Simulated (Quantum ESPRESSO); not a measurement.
## Al in Quantum ESPRESSO: the effect of strain

The system is Al.

```
CELL_PARAMETERS angstrom
-1.52757 1.59122 1.59122
1.52757 -1.59122 1.59122
1.52757 1.59122 -1.59122
ATOMIC_POSITIONS crystal
Al 0.00000 0.00000 0.00000
```

This isn't the form of Al at room conditions, which is fcc.

Alike in all runs:

- Program: Quantum ESPRESSO 7.5
- Task: single point
- Functional: PBEsol
- Potentials or basis: GBRV 1.5 PBEsol
- Cutoff: 612 eV
- Density cutoff: 4898 eV
- k mesh: 12 × 12 × 12
- Occupations: fermi-dirac, width 0.05 eV
- Spin: no spin polarisation
- Kind of strain: uniaxial_x
- Mixing beta: 0.5
- Most SCF iterations: 120
- SCF threshold: 2e-10 Ry

```tsv
strain	pressure (GPa)
-0.04	5.7
-0.02	?
-0.01	3.1
0	2.2
0.01	1.4
0.02	0.6
0.04	-0.9
```

Question: What does the run with strain -0.02 give?

Answer: Pressure 3.9 GPa.

Worked out: A straight line through the other rows of the pressure, of slope -82.9 GPa per unit of strain, gives 4.0 GPa, against the run's 3.9.
